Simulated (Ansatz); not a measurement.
# In (P6_3/mmc) in Ansatz: reference runs

Reference runs on In: the cell as given and a disturbed copy.

Program: Ansatz 0.2.0. These are calculated values, not measurements. Logs are shortened: lines on timing, memory, paths and dates and some standing lists are left out, and cuts for length are marked.

### Step 1. Starting point

The structure is hexagonal, space group P6_3/mmc (No. 194). Conventional cell: a = 3.364 Å, b = 3.364 Å, c = 10.800 Å, α = 90.00°, β = 90.00°, γ = 120.00°. Around In (site symmetry -6m2) lie 12 In at 3.33 to 3.36 Å. Around In (site symmetry -3m) lie 12 In at 3.33 to 3.36 Å.

This isn't the form of In at room conditions, which is tetragonal.

### Step 2. Single point, PBEsol

The input, input.yaml:

```yaml
crystal:
  lattice:
    - [3.363843863, 0.0, 0.0]
    - [-1.6819219315, 2.9131742397, 0.0]
    - [0.0, 0.0, 10.79970836]
  atoms:
    - { symbol: In, position: [0.6666666667, 0.3333333333, 0.75] }
    - { symbol: In, position: [0.0, 0.0, 0.5] }
    - { symbol: In, position: [0.3333333333, 0.6666666667, 0.25] }
    - { symbol: In, position: [0.0, 0.0, 0.0] }
kpoints:
  mp_grid: { grid: [9, 9, 3] }
scf:
  occupations: { method: fermi_dirac, width: 0.05 }
hamiltonian:
  xc: pbesol
  pseudopotentials: { kind: all_electron, lapw: { basis_error: 0.001 } }
output:
  forces: true
  stress: true
  eigenvalues: true
  populations: true
```

Potentials or basis: all-electron LAPW, scalar-relativistic.

Command:

```
$ ansatz run input.yaml --threads 2 --pin off --max-ram 8192MiB --backend cpu --events-out ev --progress --plain --runs-dir out
```

The program printed:

```text
Warning: RAYON_NUM_THREADS=2 ignored (pool sized by the plan → 2); use --threads N
In: projections on atomic orbitals take those of the free atom 1s2 2s2 2p6 3s2 3p6 3d10 4s2 4p6 4d10 5s2 5p1, of charge +0.00 (hamiltonian.pseudopotentials.projection_atoms)
LAPW: plane waves up to 6.659 Å⁻¹, error target 1.0e-3 eV per atom; small_component_spin mean_spin; In in spheres of 1.663 Å, 21 of its electrons in bands, Dirac shells [] (how accurate: hamiltonian.pseudopotentials.lapw.basis_error, Limitations)
Engine: ansatz 0.2.0, aarch64-unknown-linux-gnu
Pseudopotentials: kind: all_electron
Pseudopotential: In, LAPW, valence charge 21, lapw/all_electron/scalar/gaussian/In, Koelling and Harmon's equation, gaussian nucleus
Functional definition: PBEsol
  exchange = pbesol_x
  correlation = pbesol_c
Crystal: 4 atoms, lattice volume = 105.831 Å³
Basis set: ecut = 168.93368804778098 eV, 527 PW (Γ), exchange–correlation at level 2
Bands: 51, of which v1, the nominal top of the filled ones, is band 42 counted from 1 (41 counted from 0)
Symmetry: 24 space group operations
Space group: P63/mmc (ITA 194), of the structure as read, at distance tolerance 4.7e-5 Å
k-points: 24 of 243
Non-local potential: In, projectors of the file, none
Initial density: superposition of atomic densities (chi_scale 0.1, normalization cell)
Initial wavefunctions: plane waves of lowest kinetic energy (no species holds an atomic orbital)
Functional: x = pbesol(κ = 0.804, μ = 0.12345679012345678), c = pbesol(β = 0.046)
iter 1 solved again at ethr=2.83e-5 eV; its pass at ethr=1.00e-1 eV (dr2=2.37e-2 eV) is discarded
SCF iter   1: F=—  HF=-639894.331992 eV  |F-HF|=—  |Δ(HF+E_count)|=         —  Δρ=5.56e-3  dr2=2.40e-2  ethr=2.83e-5  ⟨swp⟩=3.5  Hψ=8597  notcnv=0
preconditioner: auto → Kerker (q_TF=auto, 2.625 Å⁻¹)  [metal: Δε(μ)=0.046 eV  Ē_g=15.773 eV  σ=0.050 eV  W_gap=0.23  n_scr=38 (ndim 8)  ℏωp=26.0 eV  f_vac=0.000  D(μ)=3.12/eV (n_scr^D=24)]
SCF iter   2: F=—  HF=-639894.211755 eV  |F-HF|=—  |Δ(HF+E_count)|=   1.20e-1  Δρ=3.04e-3  dr2=9.32e-3  ethr=2.83e-5  ⟨swp⟩=2.0  Hψ=3766  notcnv=0
SCF iter   3: F=—  HF=-639894.202162 eV  |F-HF|=—  |Δ(HF+E_count)|=   9.59e-3  Δρ=2.04e-3  dr2=4.87e-3  ethr=1.11e-5  ⟨swp⟩=2.0  Hψ=3742  notcnv=0
SCF iter   4: F=—  HF=-639894.200616 eV  |F-HF|=—  |Δ(HF+E_count)|=   1.55e-3  Δρ=8.76e-4  dr2=1.20e-3  ethr=5.80e-6  ⟨swp⟩=2.0  Hψ=3742  notcnv=0
iter 5 solved again at ethr=1.05e-7 eV; its pass at ethr=1.43e-6 eV (dr2=8.79e-5 eV) is discarded
SCF iter   5: F=—  HF=-639894.200772 eV  |F-HF|=—  |Δ(HF+E_count)|=   1.56e-4  Δρ=2.16e-4  dr2=8.78e-5  ethr=1.05e-7  ⟨swp⟩=2.0  Hψ=6248  notcnv=0
SCF iter   6: F=—  HF=-639894.200772 eV  |F-HF|=—  |Δ(HF+E_count)|=   1.66e-7  Δρ=5.29e-5  dr2=4.55e-6  ethr=1.05e-7  ⟨swp⟩=2.0  Hψ=3742  notcnv=0
SCF iter   7: F=—  HF=-639894.200772 eV  |F-HF|=—  |Δ(HF+E_count)|=   9.15e-8  Δρ=1.55e-5  dr2=4.12e-7  ethr=5.42e-9  ⟨swp⟩=2.0  Hψ=3742  notcnv=0
SCF iter   8: F=—  HF=-639894.200772 eV  |F-HF|=—  |Δ(HF+E_count)|=   1.79e-7  Δρ=1.00e-5  dr2=3.44e-7  ethr=4.90e-10  ⟨swp⟩=2.0  Hψ=3742  notcnv=0
SCF iter   9: F=-639894.200772 eV  HF=-639894.200772 eV  |F-HF|=6.01e-8  |Δ(HF+E_count)|=   1.46e-7  Δρ=4.32e-6  dr2=6.57e-8  ethr=4.09e-10  ⟨swp⟩=2.0  Hψ=3742  notcnv=0
SCF 1 converged in 9 iterations: F = -639894.200772 eV  dr2 = 6.57e-8
SCF converged after 9 iterations
Free energy (F): -639894.200772 eV
Harris-Foulkes:  -639894.200772 eV  (|F-HF|=6.01e-8)
Internal energy: -639894.177500 eV  (E = F + TS)
E sigma→0 (E₀):  -639894.189136 eV
Entropy (-TS):   -0.023272 eV (-5.818 meV/atom)
Fermi energy:    13.159651 eV
--- Per-component energies (eV) ---
  E_band       = -2208.085756
  E_kinetic    = 671589.250546
  E_xc         = -17117.241835
  E_electrostatic = -1294366.186211  (all electrons and nuclei)
  E_smearing   = -0.023272  (= −TS)
  E_closure    = 0.000000  (closes the sum)
  E_atoms      = -639882.381956  (free atoms, spherical and without spin; not in F)
  Σ components = -639894.200772   (vs F -639894.200772, Δ=0.00e0)
  Basis errors (estimates in eV, not in F): energy 2.1e-4 per atom: plane waves 2.0e-4 (1.0e-4 summed), levels above the bands 1.0e-54, relativity 1.6e-8, radial functions 2.9e-6, core shells 5.0e-10; eigenvalues (radial functions only) 8.0e-7; not estimated: angular momenta, meshes, grids; target (lapw.basis_error) 1.0e-3; muffin-tin radii In 1.663 Å
--- Forces (eV/Å), atoms counted from 1 ---
  atom   1  In    -0.00000000     0.00000000     0.00000000
  atom   2  In     0.00000000    -0.00000000     0.00000000
  atom   3  In     0.00000000    -0.00000000     0.00000000
  atom   4  In    -0.00000000     0.00000000     0.00000000
  max |Σ_I F_I| component: 5.78e-19 eV/Å
--- Stress (GPa, compression-positive) ---
       -1.502966      -0.000000       0.000000
       -0.000000      -1.502966       0.000000
        0.000000       0.000000      -0.856802
  P = ⅓ Tr σ = -1.2876 GPa (-12.876 kbar)
--- Band table (eV; the first three rows and the last of 24) ---
  k-point 0: bands = ["-102.0749", "-102.0749", "-102.0490", "-102.0490", "-60.5950", "-60.5950", "-60.5950", "-60.5950", "-60.5930", "-60.5924", "-60.5682", "-60.5677", "-60.5677", "-60.5677", "-60.5677", "-60.5676", "-1.4249", "-1.3870", "-1.3704", "-1.3704", "-1.3610", "-1.3480", "-1.3480", "-1.3426", "-1.3232", "-1.3232", "-1.3006", "-1.3006", "-1.2312", "-1.2312", "-1.1438", "-1.1438", "-1.1287", "-1.1287", "-1.0392", "-1.0392", "3.6944", "5.0952", "5.1159", "9.0345", "9.8969", "16.5289", "16.5384", "21.2361", "21.2361", "22.1034", "22.1034", "22.2407", "22.2407", "23.2847", "23.2847"]
  k-point 1: bands = ["-102.0749", "-102.0749", "-102.0490", "-102.0490", "-60.5950", "-60.5950", "-60.5950", "-60.5950", "-60.5928", "-60.5925", "-60.5681", "-60.5678", "-60.5677", "-60.5677", "-60.5677", "-60.5677", "-1.4178", "-1.4002", "-1.3606", "-1.3606", "-1.3526", "-1.3448", "-1.3441", "-1.3441", "-1.3312", "-1.3312", "-1.3158", "-1.3158", "-1.2121", "-1.2121", "-1.1776", "-1.1776", "-1.0903", "-1.0903", "-1.0534", "-1.0534", "3.8486", "4.3159", "6.2210", "7.6483", "11.5875", "13.9234", "19.3585", "21.3542", "21.3542", "21.6863", "21.6863", "22.2457", "22.6910", "22.6910", "23.1085"]
  k-point 2: bands = ["-102.0749", "-102.0749", "-102.0490", "-102.0490", "-60.5956", "-60.5956", "-60.5952", "-60.5952", "-60.5929", "-60.5923", "-60.5683", "-60.5683", "-60.5682", "-60.5679", "-60.5679", "-60.5676", "-1.4143", "-1.3889", "-1.3815", "-1.3658", "-1.3527", "-1.3467", "-1.3335", "-1.3183", "-1.3039", "-1.2955", "-1.2845", "-1.2685", "-1.2542", "-1.2415", "-1.1475", "-1.1420", "-1.1407", "-1.1286", "-1.0678", "-1.0360", "3.9303", "5.3354", "5.3563", "9.2319", "10.1714", "16.7184", "16.7332", "18.8457", "20.1098", "20.1197", "20.1275", "21.4578", "21.4649", "22.0214", "22.9840"]
  k-point 23: bands = ["-102.0746", "-102.0746", "-102.0488", "-102.0488", "-60.5987", "-60.5987", "-60.5986", "-60.5986", "-60.5921", "-60.5919", "-60.5713", "-60.5713", "-60.5713", "-60.5711", "-60.5677", "-60.5677", "-1.4555", "-1.4555", "-1.3945", "-1.3531", "-1.3291", "-1.3291", "-1.2650", "-1.2650", "-1.2369", "-1.2369", "-1.2352", "-1.2063", "-1.1712", "-1.1712", "-1.1449", "-1.1449", "-1.0711", "-1.0561", "-1.0379", "-1.0379", "9.8440", "10.0702", "10.0702", "10.2568", "11.5609", "11.5609", "12.4799", "13.1916", "13.1916", "13.8151", "14.4776", "14.4776", "17.4827", "18.1010", "18.1010"]
--- Löwdin populations: 4 sites ---
  site symbol       q [e]
     0     In     48.9939
     1     In     48.9777
     2     In     48.9939
     3     In     48.9777
  spilling = 0.000290 (of n_electrons = 196.000000)
```

It took 12 s on 2 threads of Arm Neoverse V1, shared host; peak memory 0.41 GiB.

Results:

| Quantity | Value |
| --- | --- |
| Free energy | -639894.2008 eV |
| Pressure | -1.3 GPa |
| Band gap on the k mesh | none (metal or under the smearing width) |

Stress tensor (GPa, compression positive):
```
-1.50  0.00  0.00
 0.00 -1.50  0.00
 0.00  0.00 -0.86
```

Levels at points of the mesh, in eV from the Fermi level:
| k point | band 40 | band 41 | band 42 | band 43 | band 44 | band 45 |
| --- | --- | --- | --- | --- | --- | --- |
| (0.00, 0.00, 0.00) | -4.13 | -3.26 | 3.37 | 3.38 | 8.08 | 8.08 |

### Step 3. Equation of state, PBEsol

Potentials or basis: all-electron LAPW, scalar-relativistic.

No new run: the results of the series are fitted here.

Results:

| Quantity | Value |
| --- | --- |
| Equilibrium volume | 25.63 Å³/atom |
| Bulk modulus at fixed shape and positions | 44 GPa |
| Pressure derivative of the bulk modulus | 5.1 |

Energy against volume, from the lowest point:
| volume (Å³/atom) | energy (meV/atom) |
| --- | --- |
| 24.870 | 3.01 |
| 25.400 | 0.00 |
| 25.929 | 0.17 |
| 26.458 | 3.14 |
| 26.987 | 8.58 |
| 27.516 | 16.19 |
| 28.045 | 25.72 |

Caveat: the cell was scaled at fixed shape and fractional positions, which overstates the stiffness of a crystal with free parameters, most of all of layers and chains.

### Step 4. Single point, PBEsol (atoms moved at random, drawn with an rms of 0.05 Å)

The input, input.yaml:

```yaml
crystal:
  lattice:
    - [3.363843863, 0.0, 0.0]
    - [-1.6819219315, 2.9131742397, 0.0]
    - [0.0, 0.0, 10.79970836]
  atoms:
    - { symbol: In, position: [0.663431, 0.342825, 0.74986] }
    - { symbol: In, position: [-0.00237, -0.018592, 0.499668] }
    - { symbol: In, position: [0.326338, 0.663061, 0.246008] }
    - { symbol: In, position: [-0.003809, -0.00876, -0.000177] }
kpoints:
  mp_grid: { grid: [9, 9, 3] }
scf:
  occupations: { method: fermi_dirac, width: 0.05 }
hamiltonian:
  xc: pbesol
  pseudopotentials: { kind: all_electron, lapw: { basis_error: 0.001 } }
output:
  forces: true
  stress: true
  eigenvalues: true
  populations: true
```

Command:

```
$ ansatz run input.yaml --threads 2 --pin off --max-ram 8192MiB --backend cpu --events-out ev --progress --plain --runs-dir out
```

Wall time 1.8 min (2 threads of Arm Neoverse V1, shared host); peak memory 0.87 GiB.

It converged, with:

```
Free energy            : -639894.1982 eV
Pressure               : -1.3 GPa
Largest force          : 0.094 eV/Å
Band gap on the k mesh : none (metal or under the smearing width)
```

Forces on the atoms (eV/Å):
```
In   0.004 -0.009  0.020
In  -0.005  0.008 -0.055
In   0.005 -0.005  0.094
In  -0.004  0.006 -0.059
```

Stress tensor (GPa, compression positive):
```
-1.56  0.02  0.00
 0.02 -1.43  0.00
 0.00  0.00 -0.82
```

Levels at points of the mesh, in eV from the Fermi level:
| k point | band 39 | band 40 | band 41 | band 42 | band 43 | band 44 | band 45 | band 46 |
| --- | --- | --- | --- | --- | --- | --- | --- | --- |
| (0.00, 0.00, 0.00) | -8.00 | -4.12 | -3.26 | 3.32 | 3.42 | 8.04 | 8.10 | 8.92 |

### Step 5. Overview

```csv
task,cell,cutoff (eV),gap on the mesh (eV),pressure (GPa)
single point,as given,169,none,-1.3
equation of state,as given,-,-,-
single point,"atoms moved at random, drawn with an rms of 0.05 Å",175,none,-1.3
```

Alike in all rows: level PBEsol; potentials or basis all-electron LAPW, scalar-relativistic; no spin polarisation; k mesh 9 × 9 × 3; smearing fermi-dirac 0.05 eV; basis error allowed 0.001 eV/atom.

Caveats: the cell was scaled at fixed shape and fractional positions, which overstates the stiffness of a crystal with free parameters, most of all of layers and chains (some runs).

Compare energies only between runs with the same functional and basis.
